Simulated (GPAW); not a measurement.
Here is a GPAW 26.7.0 calculation.

run.py

```python
import numpy as np
from ase.dft.bandgap import bandgap
from ase.io import read, write
from gpaw import GPAW, PW
from gpaw.response import ResponseContext, ResponseGroundStateAdapter
from gpaw.response.chiks import ChiKSCalculator
from gpaw.response.heisenberg import calculate_fm_magnon_energies
from gpaw.response.localft import LocalFTCalculator
from gpaw.response.mft import IsotropicExchangeCalculator
from gpaw.response.site_kernels import SphericalSiteKernels

atoms = read('CoO.xyz')
atoms.set_initial_magnetic_moments([3.0, 0.0])

calc = GPAW(mode=PW(550),
            xc='LDA',
            kpts={'size': (10, 10, 10), 'gamma': True},
            occupations={'name': 'fermi-dirac', 'width': 0.05},
            nbands=17,
            convergence={'density': 0.0001},
            maxiter=150,
            txt='gpaw.txt')
atoms.calc = calc
energy = atoms.get_potential_energy()
calc.write('gs.gpw')
write('result.traj', atoms)
print(f'Energy: {energy:.6f} eV')
print('Moments:', calc.get_magnetic_moments().round(3))
print('Fermi level:', round(calc.get_fermi_level(), 4), 'eV')
print(f'Gap: {bandgap(calc)[0]:.4f} eV, direct: {bandgap(calc, direct=True)[0]:.4f} eV')

dense = calc.fixed_density(kpts={'size': (6, 6, 6), 'gamma': True},
                           nbands=32, convergence={'bands': 26, 'eigenstates': 1e-12},
                           update_fermi_level=True, maxiter=300, txt='dense.txt')
dense.write('dense.gpw', mode='all')

sites = [0]
moments = calc.get_magnetic_moments()[sites]
q_qc = np.array([[0.0, 0.0, 0.0], [0.1666666667, 0.0, 0.0], [0.3333333333, 0.0, 0.0], [0.5, 0.0, 0.0], [0.1666666667, 0.1666666667, 0.0], [0.3333333333, 0.3333333333, 0.0], [0.5, 0.5, 0.0]])
gs = ResponseGroundStateAdapter.from_gpw_file('dense.gpw')
context = ResponseContext(txt='mft.txt')
chiks = ChiKSCalculator(gs, context, ecut=150, nbands=26, gammacentered=True)
exchange = IsotropicExchangeCalculator(chiks, LocalFTCalculator.from_rshe_parameters(gs, context))
kernels = SphericalSiteKernels(atoms.positions[sites], [[1.001] * len(sites)])
J_qab = np.array([exchange(q_c, kernels)[..., 0] for q_c in q_qc])
E_qn = calculate_fm_magnon_energies(J_qab, q_qc, moments)
np.savetxt('exchange.dat', np.c_[q_qc, 1000 * J_qab.real.reshape((len(q_qc), -1))], fmt='%.4f')
np.savetxt('magnons.dat', np.c_[q_qc, 1000 * E_qn.real], fmt='%.4f')
for q_c, E_n in zip(q_qc, E_qn):
    print(q_c.round(4), 'magnon energies (meV):', (1000 * E_n.real).round(2))
```

CoO.xyz

```xyz
2
Lattice="-1.5080000000 1.5080000000 2.1072475377 1.5080000000 -1.5080000000 2.1072475377 1.5080000000 1.5080000000 -2.1072475377" Properties=species:S:1:pos:R:3 pbc="T T T"
Co     0.0000000000      0.0000000000      0.0000000000
O      0.0000000000      0.0000000000      2.1072475377
```

Potentials or basis: the program's PAW data sets (release 1.2.1) made for this functional, pw.

Launch:

```sh
$ OMP_NUM_THREADS=1 python run.py
```

Problem. Estimate the net moment.

Solution. 2.86 μB per cell.

Problem. Predict the band gap on the k mesh.

Solution. None (metal or under the smearing width).

Caveat: the k mesh is coarse (spacing up to 0.49 Å⁻¹), so the values aren't converged; the number of bands moves the energies at small q by some ten meV; the exchange constants hang on this mesh and on the site radius; magnon energies are noisy on this mesh; a cell with one magnetic atom can't hold antiferromagnetic order, which such compounds often take; semilocal functionals often make such compounds metallic where correlation or magnetic order opens a gap, which also shifts bond lengths. With open d or f shells a metallic result of LDA can be an artefact of self-interaction; +U or a hybrid may open a gap.
